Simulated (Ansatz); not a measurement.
# MnS (F-43m) in Ansatz: a series of runs

One crystal, MnS, is run at these levels: PBE, PBEsol+D4; tasks: single point, relaxation of cell and atoms.

All numbers are computed with Ansatz 0.2.0; they aren't measurements. Logs are shortened: lines on timing, memory, paths and dates and some standing lists are left out, and cuts for length are marked.

## (1) The structure

Symmetry: F-43m, No. 216, cubic system. Conventional cell: a = 4.947 Å, b = 4.947 Å, c = 4.947 Å, α = 90.00°, β = 90.00°, γ = 90.00°. Around Mn (site symmetry -43m) lie 4 S at 2.14 Å. S (site symmetry -43m) is surrounded by 4 Mn at 2.14 Å.

The cell is a database's computed one.

## (2) Single point, PBE, collinear spin, ferromagnetic start

input.yaml reads:

```yaml
crystal:
  lattice:
    - [0.0, 2.4734634191, 2.4734634191]
    - [2.4734634191, 0.0, 2.4734634191]
    - [2.4734634191, 2.4734634191, 0.0]
  atoms:
    - { symbol: Mn, position: [0.0, 0.0, 0.0], spin: 4.0 }
    - { symbol: S, position: [0.75, 0.75, 0.75] }
kpoints:
  mp_grid: { grid: [9, 9, 9] }
scf:
  occupations: { method: gaussian, width: 0.027 }
hamiltonian:
  xc: pbe
  pseudopotentials: { kind: all_electron, lapw: { basis_error: 0.001 } }
magnetization:
  spin_polarized: true
output:
  forces: true
  stress: true
  eigenvalues: true
```

Potentials or basis: all-electron LAPW, scalar-relativistic.

Started as:

```console
> ansatz run input.yaml --threads 2 --pin off --max-ram 6144MiB --backend cpu --events-out ev --progress --plain --runs-dir out
```

Standard output:

```text
Warning: RAYON_NUM_THREADS=2 ignored (pool sized by the plan → 2); use --threads N
LAPW: plane waves up to 9.499 Å⁻¹, error target 1.0e-3 eV per atom; small_component_spin mean_spin; S in spheres of 0.966 Å, 14 of its electrons in bands, Dirac shells []; Mn in spheres of 1.176 Å, 15 of its electrons in bands, Dirac shells [] (how accurate: hamiltonian.pseudopotentials.lapw.basis_error, Limitations)
Engine: ansatz 0.2.0, aarch64-unknown-linux-gnu
Pseudopotentials: kind: all_electron
Pseudopotential: Mn, LAPW, valence charge 15, lapw/all_electron/scalar/gaussian/Mn, Koelling and Harmon's equation, gaussian nucleus
Pseudopotential: S, LAPW, valence charge 14, lapw/all_electron/scalar/gaussian/S, Koelling and Harmon's equation, gaussian nucleus
Functional definition: PBE
  parameter kappa = 0.804
  parameter beta = 0.06672455060314922
  exchange = pbe_x(kappa = kappa, mu = beta*pi^2/3)
  correlation = pbe_c(beta = beta)
Crystal: 2 atoms, lattice volume = 30.265 Å³
Basis set: ecut = 343.79496131630344 eV, 411 PW (Γ), exchange–correlation at level 2
Bands: 21, of which v1, the nominal top of the filled ones, is band 15 counted from 1 (14 counted from 0)
Symmetry: 24 space group operations
Space group: F-43m (ITA 216), of the structure as read, at distance tolerance 3.1e-5 Å
Magnetic group: BNS 216.74 (UNI 1576), of the structure as read, at distance tolerance 3.1e-5 Å
k-points: 35 of 729 (time reversal used)
Non-local potential: Mn, projectors of the file, none
Non-local potential: S, projectors of the file, none
Initial density: superposition of atomic densities (chi_scale 0.1, normalization cell, long waves kept (reshape's long-wave potential 0.00 eV rms))
Starting moments: Σ|m| = 4 μB on 1 of 2 sites
Initial wavefunctions: plane waves of lowest kinetic energy (no species holds an atomic orbital)
Functional: x = pbe(κ = 0.804, μ = 0.2195149727645171), c = pbe(β = 0.06672455060314922)
iter 1 solved again at ethr=1.82e-3 eV; its pass at ethr=1.00e-1 eV (dr2=5.27e-1 eV) is discarded
SCF iter   1: F=—  HF=-42391.306047 eV  |F-HF|=—  |Δ(HF+E_count)|=         —  Δρ=4.51e-2 (↑3.41e-2 ↓4.51e-2)  dr2=5.29e-1  dr2_m=3.36e-1  M=2.773 μB ∫|m|=2.831 μB  β_m=0.30  ethr=1.82e-3  ⟨swp⟩=2.0  Hψ=10096  notcnv=0
Mixer restart at iter 1: flushing history
preconditioner: auto → none  [insulator: Δε(μ)=0.032 eV  Ē_g=10.915 eV  σ=0.027 eV  W_gap=0.58  n_scr=14 (ndim 8)  ℏωp=24.3 eV  f_vac=0.000  D(μ)=2.72/eV (n_scr^D=26)  ε∞_Penn≈6.0]
SCF iter   2: F=—  HF=-42391.365065 eV  |F-HF|=—  |Δ(HF+E_count)|=   5.90e-2  Δρ=4.59e-2 (↑3.88e-2 ↓4.59e-2)  dr2=1.85e-1  dr2_m=4.56e-1  M=2.222 μB ∫|m|=2.345 μB  β_m=0.65  ethr=1.82e-3  ⟨swp⟩=2.0  Hψ=4261  notcnv=0
preconditioner: auto → Kerker (q_TF=auto, 2.709 Å⁻¹)  [metal: Δε(μ)=0.014 eV  Ē_g=10.806 eV  σ=0.027 eV  W_gap=0.28  n_scr=14 (ndim 8)  ℏωp=24.3 eV  f_vac=0.000  D(μ)=1.77/eV (n_scr^D=14)]
spin=Collinear: Kerker preconditioning applied to the charge; magnetization (m = ρ↑ − ρ↓) channel mixes plain (no charge-response kernel on spin).
SCF iter   3: F=—  HF=-42391.290934 eV  |F-HF|=—  |Δ(HF+E_count)|=   7.41e-2  Δρ=3.24e-2 (↑2.68e-2 ↓3.24e-2)  dr2=1.52e-1  dr2_m=2.17e-1  M=2.132 μB ∫|m|=2.244 μB  β_m=0.55  ethr=6.39e-4  ⟨swp⟩=2.0  Hψ=4262  notcnv=0
SCF iter   4: F=—  HF=-42391.871197 eV  |F-HF|=—  |Δ(HF+E_count)|=         —  Δρ=6.07e-2 (↑5.13e-2 ↓6.07e-2)  dr2=1.80e-1  dr2_m=8.47e-1  M=0.552 μB ∫|m|=0.653 μB  β_m=1.00  ethr=5.25e-4  ⟨swp⟩=2.5  Hψ=4327  notcnv=0
Mixer restart at iter 4: flushing history
SCF iter   5: F=—  HF=-42391.378093 eV  |F-HF|=—  |Δ(HF+E_count)|=   4.93e-1  Δρ=1.20e-2 (↑8.06e-3 ↓1.20e-2)  dr2=4.03e-2  dr2_m=2.31e-2  M=0.295 μB ∫|m|=0.354 μB  β_m=0.82  ethr=1.72e-4  ⟨swp⟩=3.0  Hψ=4779  notcnv=0
SCF iter   6: F=—  HF=-42391.377983 eV  |F-HF|=—  |Δ(HF+E_count)|=   1.10e-4  Δρ=8.67e-3 (↑4.07e-3 ↓8.67e-3)  dr2=7.27e-2  dr2_m=1.90e-3  M=0.281 μB ∫|m|=0.317 μB  β_m=0.87  ethr=1.39e-4  ⟨swp⟩=2.8  Hψ=4382  notcnv=0
SCF iter   7: F=—  HF=-42391.407468 eV  |F-HF|=—  |Δ(HF+E_count)|=         —  Δρ=6.68e-3 (↑6.68e-3 ↓5.00e-3)  dr2=4.67e-2  dr2_m=2.56e-4  M=0.278 μB ∫|m|=0.304 μB  β_m=0.87  ethr=1.39e-4  ⟨swp⟩=3.0  Hψ=4935  notcnv=0
the basis was enlarged: its passes take 869.8 KiB over the memory plan, 2 of 2 planned eigensolver slots
iter 8 solved again at ethr=8.18e-6 eV; its pass at ethr=1.39e-4 eV (dr2=2.37e-3 eV) is discarded
SCF iter   8: F=—  HF=-42391.360406 eV  |F-HF|=—  |Δ(HF+E_count)|=   4.71e-2  Δρ=1.87e-3 (↑1.19e-3 ↓1.87e-3)  dr2=2.37e-3  dr2_m=3.53e-4  M=0.240 μB ∫|m|=0.262 μB  β_m=0.94  ethr=8.18e-6  ⟨swp⟩=2.0  Hψ=7284  notcnv=0
SCF iter   9: F=—  HF=-42391.360872 eV  |F-HF|=—  |Δ(HF+E_count)|=   4.66e-4  Δρ=6.59e-4 (↑3.18e-4 ↓6.59e-4)  dr2=9.52e-5  dr2_m=5.26e-5  M=0.226 μB ∫|m|=0.243 μB  β_m=0.93  ethr=8.18e-6  ⟨swp⟩=2.9  Hψ=4143  notcnv=0
SCF iter  10: F=—  HF=-42391.360907 eV  |F-HF|=—  |Δ(HF+E_count)|=   3.43e-5  Δρ=1.79e-4 (↑1.79e-4 ↓1.29e-4)  dr2=6.82e-6  dr2_m=5.40e-6  M=0.227 μB ∫|m|=0.245 μB  β_m=0.96  ethr=3.28e-7  ⟨swp⟩=2.5  Hψ=3887  notcnv=0
SCF iter  11: F=—  HF=-42391.360910 eV  |F-HF|=—  |Δ(HF+E_count)|=   3.48e-6  Δρ=3.62e-5 (↑3.62e-5 ↓2.67e-5)  dr2=3.69e-7  dr2_m=2.22e-7  M=0.228 μB ∫|m|=0.246 μB  β_m=0.88  ethr=2.35e-8  ⟨swp⟩=3.0  Hψ=4107  notcnv=0
SCF iter  12: F=—  HF=-42391.360910 eV  |F-HF|=—  |Δ(HF+E_count)|=   1.69e-7  Δρ=1.68e-5 (↑1.60e-5 ↓1.68e-5)  dr2=4.87e-8  dr2_m=6.51e-8  M=0.228 μB ∫|m|=0.246 μB  β_m=0.94  ethr=1.27e-9  ⟨swp⟩=3.0  Hψ=4048  notcnv=0
SCF iter  13: F=—  HF=-42391.360910 eV  |F-HF|=—  |Δ(HF+E_count)|=   2.03e-8  Δρ=2.64e-6 (↑2.15e-6 ↓2.64e-6)  dr2=7.66e-9  dr2_m=3.36e-10  M=0.228 μB ∫|m|=0.246 μB  β_m=0.97  ethr=1.68e-10  ⟨swp⟩=3.0  Hψ=4004  notcnv=0
SCF iter  14: F=—  HF=-42391.360910 eV  |F-HF|=—  |Δ(HF+E_count)|=   5.13e-9  Δρ=1.78e-6 (↑1.78e-6 ↓1.10e-6)  dr2=2.65e-9  dr2_m=1.03e-10  M=0.228 μB ∫|m|=0.246 μB  β_m=0.99  ethr=2.64e-11  ⟨swp⟩=2.6  Hψ=3846  notcnv=0
SCF iter  15: F=-42391.360910 eV  HF=-42391.360910 eV  |F-HF|=7.49e-10  |Δ(HF+E_count)|=  5.17e-10  Δρ=4.27e-7 (↑3.55e-7 ↓4.27e-7)  dr2=2.81e-10  dr2_m=1.01e-12  M=0.228 μB ∫|m|=0.246 μB  ethr=9.12e-12  ⟨swp⟩=2.1  Hψ=3812  notcnv=0
SCF 1 converged in 15 iterations: F = -42391.360910 eV  dr2 = 2.81e-10
SCF converged after 15 iterations
Magnetization: 0.2278 μB (14.6139 up, 14.3861 down)
Absolute magnetization: 0.2460 μB (∫|ρ↑−ρ↓|)
Spin contamination: 0.0059 ħ² per cell (⟨S²⟩ above its minimum at these occupations)
Per-site moments (μB) at R_I (Å): [(0.21608052640724829, 1.1758406021314538), (-0.001187013767141032, 0.9662415222211501)]
Free energy (F): -42391.360910 eV
Harris-Foulkes:  -42391.360910 eV  (|F-HF|=7.49e-10)
Internal energy: -42391.360047 eV  (E = F + TS)
E sigma→0 (E₀):  -42391.360479 eV
Entropy (-TS):   -0.000863 eV (-0.431 meV/atom)
Fermi energy:    12.425910 eV
--- Per-component energies (eV) ---
  E_band       = -1466.987379
  E_kinetic    = 42839.866025
  E_xc         = -2122.894350
  E_electrostatic = -83108.331722  (all electrons and nuclei)
  E_smearing   = -0.000863  (= −TS)
  E_closure    = 0.000000  (closes the sum)
  E_atoms      = -42377.318761  (free atoms, spherical and without spin; not in F)
  Σ components = -42391.360910   (vs F -42391.360910, Δ=0.00e0)
  Basis errors (estimates in eV, not in F): energy 4.7e-4 per atom: plane waves 4.3e-4 (2.5e-4 summed), levels above the bands 0.0e0, relativity 2.2e-8, radial functions 4.7e-5, core shells 9.7e-8; eigenvalues (radial functions only) 1.1e-6; not estimated: angular momenta, meshes, grids; target (lapw.basis_error) 1.0e-3; muffin-tin radii S 0.966 Å, Mn 1.176 Å
--- Forces (eV/Å), atoms counted from 1 ---
  atom   1  Mn    -0.00000000     0.00000000     0.00000000
  atom   2  S      0.00000000    -0.00000000     0.00000000
  max |Σ_I F_I| component: 6.94e-18 eV/Å
--- Stress (GPa, compression-positive) ---
        2.906443       0.000000       0.000000
        0.000000       2.906443      -0.000000
        0.000000      -0.000000       2.906443
  P = ⅓ Tr σ = 2.9064 GPa (29.064 kbar)
--- Band table (eV; the first three rows and the last of 70) ---
  k-point 0 ↑: bands = ["-194.1240", "-138.9032", "-138.9032", "-138.9032", "-66.5489", "-35.3571", "-35.3571", "-35.3571", "-2.8933", "7.6926", "7.6926", "7.6926", "11.5052", "11.5052", "16.1033", "16.1033", "16.1033", "16.1858", "20.2210", "20.2210", "20.2210"]
  k-point 1 ↑: bands = ["-194.1240", "-138.9032", "-138.9032", "-138.9032", "-66.5487", "-35.3602", "-35.3576", "-35.3576", "-2.7652", "7.4452", "7.7354", "7.7354", "11.4749", "11.4749", "15.2553", "15.9273", "15.9273", "16.8920", "20.1969", "20.4855", "20.4855"]
  k-point 2 ↑: bands = ["-194.1240", "-138.9032", "-138.9032", "-138.9032", "-66.5482", "-35.3679", "-35.3588", "-35.3588", "-2.4194", "6.8619", "7.8340", "7.8340", "11.4557", "11.4557", "14.0034", "15.4681", "15.4681", "17.7319", "20.3364", "20.9427", "20.9427"]
  k-point 34 ↓: bands = ["-194.1247", "-138.9042", "-138.9042", "-138.9042", "-66.3281", "-35.1643", "-35.1578", "-35.1524", "-1.2103", "6.5262", "7.1973", "8.2368", "10.7690", "11.5832", "12.4718", "13.0453", "13.9250", "19.4364", "21.1146", "21.7038", "22.9152"]
```

It took 25 s on 2 threads of Arm Neoverse V1, shared host; peak memory 0.39 GiB.

Results:

```yaml
Free_energy: -42391.3609 eV
Pressure: 2.9 GPa
Band_gap_on_the_k_mesh: none (metal or under the smearing width)
Net_moment: 0.23 μB per cell
Absolute_moment: 0.25 μB per cell
Site_moments: Mn +0.22; S -0.00 μB
```

Caveat: the moment fell far below its start of 4 μB, so a state of higher moment may lie lower in energy; semilocal functionals often make such compounds metallic where correlation or magnetic order opens a gap, which also shifts bond lengths; the starting moments weren't kept.

## (3) Single point, PBE, collinear spin, ferromagnetic start

input.yaml, as its differences from that of step 2:

```diff
@@ -11,3 +11,3 @@
 scf:
-  occupations: { method: gaussian, width: 0.027 }
+  occupations: { method: gaussian, width: 0.025 }
 hamiltonian:
```

Potentials or basis: all-electron LAPW, scalar-relativistic.

Started as:

```console
> ansatz run input.yaml --threads 2 --pin off --max-ram 6144MiB --backend cpu --events-out ev --progress --plain --runs-dir out
```

Run time: 25 s. Hardware: 2 threads of Arm Neoverse V1, shared host; peak memory 0.39 GiB.

Results (log left out):

| Property | Result |
| --- | --- |
| Free energy | -42391.3608 eV |
| Pressure | 2.9 GPa |
| Band gap on the k mesh | none (metal or under the smearing width) |
| Net moment | 0.23 μB per cell |
| Absolute moment | 0.24 μB per cell |
| Site moments | Mn +0.21; S -0.00 μB |

Levels at points of the mesh, in eV from the Fermi level:
Spin up:
| k point | band 13 | band 14 | band 15 | band 16 | band 17 | band 18 |
| --- | --- | --- | --- | --- | --- | --- |
| (0.00, 0.00, 0.00) | -0.92 | -0.92 | 3.68 | 3.68 | 3.68 | 3.76 |
Spin down:
| k point | band 10 | band 11 | band 12 | band 13 | band 14 | band 15 | band 16 | band 17 | band 18 | band 19 |
| --- | --- | --- | --- | --- | --- | --- | --- | --- | --- | --- |
| (0.00, 0.00, 0.00) | -4.69 | -4.69 | -4.69 | -0.62 | -0.62 | 3.73 | 3.73 | 3.73 | 3.78 | 7.85 |

Caveat: the moment fell far below its start of 4 μB, so a state of higher moment may lie lower in energy; semilocal functionals often make such compounds metallic where correlation or magnetic order opens a gap, which also shifts bond lengths; the starting moments weren't kept.

## (4) Single point, PBE, collinear spin, ferromagnetic start

input.yaml, as its differences from that of step 3:

```diff
@@ -11,3 +11,3 @@
 scf:
-  occupations: { method: gaussian, width: 0.025 }
+  occupations: { method: gaussian, width: 0.012 }
 hamiltonian:
```

Started as:

```console
> ansatz run input.yaml --threads 2 --pin off --max-ram 6144MiB --backend cpu --events-out ev --progress --plain --runs-dir out
```

It took 37 s on 2 threads of Arm Neoverse V1, shared host; peak memory 0.39 GiB.

The run converged. Its results:

- Free energy: -42391.3605 eV
- Pressure: 2.9 GPa
- Band gap on the k mesh: none (metal or under the smearing width)
- Net moment: 0.22 μB per cell
- Absolute moment: 0.24 μB per cell
- Site moments: Mn +0.21; S -0.00 μB

Levels at points of the mesh, in eV from the Fermi level:
Spin up:
```tsv
k point	band 12	band 13	band 14	band 15	band 16	band 17	band 18	band 19
(0.00, 0.00, 0.00)	-4.73	-0.92	-0.92	3.68	3.68	3.68	3.76	7.80
```
Spin down:
| k point | band 11 | band 12 | band 13 | band 14 | band 15 | band 16 | band 17 | band 18 |
| --- | --- | --- | --- | --- | --- | --- | --- | --- |
| (0.00, 0.00, 0.00) | -4.69 | -4.69 | -0.62 | -0.62 | 3.73 | 3.73 | 3.73 | 3.78 |

Caveat: the moment fell far below its start of 4 μB, so a state of higher moment may lie lower in energy; semilocal functionals often make such compounds metallic where correlation or magnetic order opens a gap, which also shifts bond lengths; the starting moments weren't kept.

## (5) Relaxation of cell and atoms, PBEsol+D4, collinear spin, ferromagnetic start

input.yaml, as its differences from that of step 4:

```diff
@@ -11,5 +11,6 @@
 scf:
-  occupations: { method: gaussian, width: 0.012 }
+  occupations: { method: fermi_dirac, width: 0.05 }
 hamiltonian:
-  xc: pbe
+  xc: pbesol
+  dispersion: d4
   pseudopotentials: { kind: all_electron, lapw: { basis_error: 0.001 } }
@@ -20,2 +21,5 @@
   stress: true
-  eigenvalues: true
+relax:
+  f_tol: 0.02
+  max_steps: 60
+  cell: {}
```

Started as:

```console
> ansatz run input.yaml --threads 2 --pin off --max-ram 6144MiB --backend cpu --events-out ev --progress --plain --runs-dir out
```

Run time: 72 s. Hardware: 2 threads of Arm Neoverse V1, shared host; peak memory 0.4 GiB.

The run converged. Its results:

```
Free energy                            : -42344.8541 eV
Relaxed volume                         : 14.55 Å³/atom
Relaxed cell                           : a = 3.453 Å, b = 3.453 Å, c = 3.453 Å, α = 60.00°, β = 60.00°, γ = 60.00°
Space group after relaxing (to 0.05 Å) : F-43m (No. 216)
Energy gained by relaxing              : 10.7 meV/atom
Ionic steps                            : 5
Pressure after relaxing                : 0.0 GPa
Net moment                             : 0.19 μB per cell
Absolute moment                        : 0.21 μB per cell
Site moments                           : Mn +0.18; S -0.00 μB
```

The path:
```tsv
step	energy change (eV)	largest force (eV/Å)	volume (Å³)
1	0.0000	0.0000	30.27
2	-0.0187	0.0000	29.51
3	-0.0214	0.0000	29.07
4	-0.0215	0.0000	29.10
5	-0.0215	0.0000	29.10
```

Final structure:
```
CELL_PARAMETERS angstrom
0.00000 2.44133 2.44133
2.44133 0.00000 2.44133
2.44133 2.44133 0.00000
ATOMIC_POSITIONS crystal
Mn 0.00000 0.00000 0.00000
S 0.75000 0.75000 0.75000
```

Caveat: the moment fell far below its start of 4 μB, so a state of higher moment may lie lower in energy; the starting moments weren't kept.

## (6) Overview

| task | level | cell | cutoff (eV) | smearing | gap on the mesh (eV) | pressure (GPa) | moment (μB) |
| --- | --- | --- | --- | --- | --- | --- | --- |
| single point | PBE | as given | 344 | gaussian 0.027 eV | none | 2.9 | 0.23 |
| single point | PBE | as given | 344 | gaussian 0.025 eV | none | 2.9 | 0.23 |
| single point | PBE | as given | 344 | gaussian 0.012 eV | none | 2.9 | 0.22 |
| relaxation of cell and atoms | PBEsol+D4 | relaxed | - | fermi-dirac 0.05 eV | - | 0.0 | 0.19 |

Alike in all rows: potentials or basis all-electron LAPW, scalar-relativistic; spin collinear, ferromagnetic start; k mesh 9 × 9 × 9; basis error allowed 0.001 eV/atom.

Every run on the cell as given and a fine mesh finds a metal.

Caveats: the moment fell far below its start of 4 μB, so a state of higher moment may lie lower in energy; the starting moments weren't kept; semilocal functionals often make such compounds metallic where correlation or magnetic order opens a gap, which also shifts bond lengths (some runs).

Compare energies only between runs with the same functional and basis.
